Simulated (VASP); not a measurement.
# BN in VASP 6.6.1, single-point calculation

INCAR

```
ENCUT = 520
LASPH = .TRUE.
GGA = PE
NBANDS = 16
ICHARG = 12
LREAL = .FALSE.
LWAVE = .FALSE.
NSW = 0
NELM = 64
SIGMA = 0.02
PREC = Accurate
ISMEAR = -1
LCHARG = .FALSE.
IBRION = -1
ISIF = 2
EDIFF = 1E-7
```

KPOINTS

```
KPOINTS created by Atomic Simulation Environment
0
Gamma
12 12 6
0 0 0
```

POSCAR

```
B  N
 1.0000000000000000
     2.5439500026454032    0.0000000000287491    0.0000000000000000
    -1.2719750013475990    2.2031253282340346    0.0000000000000000
     0.0000000000000000    0.0000000000000000    4.2078153384603629
 B   N
   2   2
Cartesian
 -0.0000000000165984  1.4687502188322730  0.0008561420751621
  1.2719750013144020  0.7343751094305109  2.1047638113053435
 -0.0000000000165984  1.4687502188322730  1.5770746098474739
  1.2719750013144020  0.7343751094305109  3.6809822790776554
```

The recommended PBE PAW datasets give the neutral cell 16 valence electrons.

Command

```
mpirun -np 1 vasp_std
```

OSZICAR

```
N       E                     dE             d eps       ncg     rms          rms(c)
DAV:   1     0.387384145648E+02    0.38738E+02   -0.83904E+03  2440   0.976E+02
DAV:   2    -0.344549609916E+02   -0.73193E+02   -0.68697E+02  3560   0.232E+02
DAV:   3    -0.367723931358E+02   -0.23174E+01   -0.23116E+01  2728   0.372E+01
DAV:   4    -0.367779090518E+02   -0.55159E-02   -0.55155E-02  2960   0.208E+00
DAV:   5    -0.367779246569E+02   -0.15605E-04   -0.15605E-04  2704   0.101E-01
DAV:   6    -0.367779247314E+02   -0.74464E-07   -0.74478E-07  3016   0.647E-03
   1 F= -.36777925E+02 E0= -.36777925E+02  d E =-.169239E-11
```

Standard output (part)

```
POSCAR found type information on POSCAR B N
 POSCAR found :  2 types and       4 ions
 LDA part: xc-table for (Slater+PW92), standard interpolation
 WARNING: stress and forces are not correct
 POSCAR, INCAR and KPOINTS ok, starting setup
 WAVECAR not read
 entering main loop
```

It converged. Results: gap between bands v and c on the k mesh 6.99 eV; least direct gap on the k mesh 9.69 eV; pressure 149.6 GPa; largest force 0.08 eV/Å. Band v is the last that the valence electrons fill when counted band by band, and c is the next.

What is wrong with this input?

Density file missing or never updated. On sound settings PBE gives a gap of 5.19 eV on its mesh and a pressure of 4.9 GPa for the intended cell. This run's energy (σ→0) differs from it by -488 meV an atom.
